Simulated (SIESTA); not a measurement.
The system is Bi.

```
Bi
1.0
    -1.98143    1.98143    1.98143
     1.98143   -1.98143    1.98143
     1.98143    1.98143   -1.98143
Bi
1
Cartesian
  0.0000 0.0000 0.0000
```

This isn't the form of Bi at room conditions, which is rhombohedral.

Base run:

```yaml
Program: SIESTA 5.4.2
Functional: PBE
Potentials_or_basis: PseudoDojo 0.4 standard (PBE files)
Basis: DZP (energy shift 0.002 Ry)
Grid_cutoff: 500 Ry
Energy_shift: 0.002 Ry
k_mesh: 9 × 9 × 9
Occupations: fermi-dirac, width 0.05 eV
Spin: no spin polarisation
```

Its results: band gap on the k mesh none (metal or under the smearing width); pressure 2.2 GPa.

Q: The run is repeated on the same cell with these changes: basis from DZP (energy shift 0.002 Ry) to DZ (energy shift 0.002 Ry). What comes out?

A: Band gap on the k mesh none (metal or under the smearing width); pressure 3.0 GPa.

Caveats: semicore shells carry a single zeta, which can move pressures by several GPa and volumes by a few percent; spin-orbit coupling is left out, which moves the levels of the heavy elements; the basis of atomic orbitals isn't converged, which shifts pressures, moduli and gaps; the basis has no polarisation orbitals (some runs).
